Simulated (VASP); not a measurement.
**NaI in VASP 6.6.1, single-point calculation**

INCAR

```
IBRION = -1
ISIF = 2
ISMEAR = -1
LWAVE = .FALSE.
NBANDS = 8
LASPH = .TRUE.
GGA = PE
SIGMA = 0.02
ALGO = Conjugate
LREAL = .FALSE.
NELM = 92
NSW = 0
EDIFF = 1E-7
ENCUT = 520
PREC = Accurate
LCHARG = .FALSE.
```

KPOINTS

```
KPOINTS created by Atomic Simulation Environment
0
Gamma
6 6 6
0 0 0
```

POSCAR

```
Na I
 1.0000000000000000
     0.0000000000000000    3.5431916337999998    3.5431916337999998
     3.5963395082999998    0.0000000000000000    3.5431916337999998
     3.5963395082999998    3.5431916337999998    0.0000000000000000
 Na  I
   1   1
Cartesian
  0.0000000000000000  0.0000000000000000  0.0000000000000000
  1.7981697541499999  1.7715958168999999  1.7715958168999999
```

The recommended PBE PAW datasets give the neutral cell 14 valence electrons.

Command

```
mpirun -np 1 vasp_std
```

Task: Predict the outcome of this run.

Result: It converged. Results: gap between bands v and c on the k mesh 3.79 eV; least direct gap on the k mesh 3.79 eV; pressure 0.2 GPa. Band v is the last that the valence electrons fill when counted band by band, and c is the next.

OSZICAR

```
N       E                     dE             d eps       ncg     rms           ort
DAV:   1     0.688251320481E+02    0.68825E+02   -0.65696E+03   240   0.150E+03
DAV:   2    -0.790660721556E+00   -0.69616E+02   -0.68180E+02   240   0.225E+02
DAV:   3    -0.526632389578E+01   -0.44757E+01   -0.44757E+01   240   0.694E+01
DAV:   4    -0.539305913526E+01   -0.12674E+00   -0.12674E+00   240   0.136E+01
DAV:   5    -0.539380166541E+01   -0.74253E-03   -0.74253E-03   240   0.871E-01
SDA:   6    -0.516297213872E+01    0.23083E+00   -0.74253E-03   240   0.568E+00   0.000E+00
CGA:   7    -0.527668311245E+01   -0.11371E+00   -0.11371E+00   240   0.835E-01  -0.177E-02
CGA:   8    -0.528686997118E+01   -0.10187E-01   -0.10176E-01   240   0.177E-01   0.160E-03
CGA:   9    -0.529147356803E+01   -0.46036E-02   -0.46014E-02   240   0.259E-02   0.400E-04
CGA:  10    -0.529229866181E+01   -0.82509E-03   -0.82531E-03   240   0.844E-03  -0.305E-05
CGA:  11    -0.529248626439E+01   -0.18760E-03   -0.18756E-03   240   0.428E-03   0.385E-05
CGA:  12    -0.529259776408E+01   -0.11150E-03   -0.11163E-03   240   0.815E-04  -0.264E-05
CGA:  13    -0.529262243780E+01   -0.24674E-04   -0.24660E-04   240   0.211E-04   0.158E-06
CGA:  14    -0.529262768571E+01   -0.52479E-05   -0.52248E-05   240   0.511E-05   0.109E-05
CGA:  15    -0.529262907480E+01   -0.13891E-05   -0.13799E-05   240   0.154E-05   0.313E-06
SDA:  16    -0.529262949148E+01   -0.41668E-06   -0.40871E-06   240   0.428E-06   0.394E-06
SDA:  17    -0.529262959958E+01   -0.10810E-06   -0.10560E-06   240   0.174E-06   0.181E-06
SDA:  18    -0.529262964461E+01   -0.45034E-07   -0.43237E-07   240   0.110E-06   0.119E-06
   1 F= -.52926296E+01 E0= -.52926296E+01  d E =-.324078E-10
```

For comparison, a separate PBE run of the intended cell, on usual settings and not on those above, gives a gap of 3.79 eV on its mesh and a pressure of 0.2 GPa.
